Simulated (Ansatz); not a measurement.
Runs of Ansatz 0.2.0 on Pd. The structure is cubic, space group Im-3m (No. 229). Conventional cell: a = 3.145 Å, b = 3.145 Å, c = 3.145 Å, α = 90.00°, β = 90.00°, γ = 90.00°. Pd (site symmetry m-3m) has 8 Pd at 2.72 Å as nearest neighbours. This isn't the form of Pd at room conditions, which is fcc.

```csv
task,level,potentials or basis,spin,k mesh,cutoff (eV),smearing,basis error allowed,gap on the mesh (eV),pressure (GPa)
single point,PBE,"all-electron LAPW, scalar-relativistic",off,12 × 12 × 12,273,gaussian 0.1 eV,0.001 eV/atom,none,-1.3
electron localisation function,PBEsol+D4,all-electron PAW datasets made for the crystal,off,12 × 12 × 12,280,fermi-dirac 0.02 eV,-,none,(a)
single point,PBE,"all-electron LAPW, scalar-relativistic",off,12 × 12 × 12,273,gaussian 0.02 eV,0.001 eV/atom,none,-1.3
band structure,RPBE+D3(BJ),"all-electron LAPW, relativistic spinors","SOC, no magnetisation",9 × 9 × 9,273,methfessel-paxton 0.1 eV,0.001 eV/atom,-,-36.4
atomic charges,LDA,"all-electron LAPW, relativistic spinors","SOC, no magnetisation",9 × 9 × 9,273,gaussian 0.05 eV,0.001 eV/atom,none,-15.4
```

Alike in all rows: cell the cell as VASP's run set it.

**Question.** Estimate the missing entries.

**Answer.** (a) -12.8.

Caveats: pairwise dispersion overbinds metals, which lowers pressure and volume (some runs); the k mesh is thin for a metal, which can move the energy by tens of meV per atom (some runs); a pressure of tens of GPa on the cell as given is suspect, and the run, the potentials or the cell itself is likely at fault (some runs); so large a pressure means that the cell lies far from this level's equilibrium, or that cutoff or potentials fall short (some runs).

A k mesh can miss the band edges, and rows without SOC leave out spin-orbit coupling on Pd.

A gap of «none» marks a metal or a gap under the smearing width.

The runs don't all hold the same shells in valence.
